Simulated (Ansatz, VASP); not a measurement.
**MgS: VASP beside Ansatz**

Contents of INCAR:

```
SYSTEM = MgS
PREC = Accurate ; ENCUT = 520
EDIFF = 1E-7 ; ISMEAR = 0
SIGMA = 0.01 ; LREAL = .False.
LASPH = .True. ; NELM = 80
ALGO = Normal ; ISIF = 2
LWAVE = .False. ; LCHARG = .False.
GGA = PS ; NBANDS = 11
```

KPOINTS

```
regular mesh
0
Gamma
  8 8 8
  0 0 0
```

The input POSCAR:

```
MgS
1.0
    2.5909610208      2.5909610208      0.0000000000
   -2.5909610208      2.5909610208      0.0000000000
    0.0000000000      2.5909610208      2.5909610208
Mg S
1 1
Direct
    0.0000000000      0.0000000000      0.0000000000
    0.5000000000      0.5000000000      0.0000000000
```

Input for Ansatz:

```yaml
crystal:
  lattice:
    - [2.59096102079, 2.59096102079, 0.0]
    - [-2.59096102079, 2.59096102079, 0.0]
    - [0.0, 2.59096102079, 2.59096102079]
  atoms:
    - { symbol: Mg, position: [0.0, 0.0, 0.0] }
    - { symbol: S, position: [0.5, 0.5, 0.0] }
kpoints:
  mp_grid: { grid: [8, 8, 8] }
scf:
  occupations: { method: fixed }
hamiltonian:
  xc: pbesol
  pseudopotentials: { kind: all_electron, lapw: { basis_error: 0.001 } }
output:
  forces: true
  stress: true
  eigenvalues: true
  eigenstates:
    nscf_kmesh: { grid: [12, 12, 12] }
    de_dk: true
    e_range: [-9, 12.72693247237]
checkpoint:
  write: ck
  write_wavefunctions: false
```

Alike in both runs: task single point; functional PBEsol; k mesh 8 × 8 × 8; no spin polarisation.

|  | VASP | Ansatz |
| --- | --- | --- |
| version | VASP 6.6.1 | Ansatz 0.2.0 |
| potentials or method | VASP PAW PBE potentials, release 64 (Mg, S) | all-electron LAPW, scalar-relativistic |
| plane-wave cutoff (eV) | 520 | see its input |
| occupations | gaussian, width 0.01 eV | fixed |

VASP gave:

```
gap on the k mesh at the Fermi level (eV) : 2.73
pressure (GPa)                            : -0.2
```

Question: Estimate Ansatz's values.

Answer: gap on the k mesh at the Fermi level (eV): 2.73; pressure (GPa): 0.0.

Ansatz ran all-electron here, so the differences hold the error of VASP's frozen core and of both bases.

Caveats: the PAW data sets were made with another functional, which shifts forces and pressure a little (VASP). Expect the measured gap to be larger: semilocal functionals such as PBEsol lack the derivative discontinuity. A k mesh can miss the band edges.
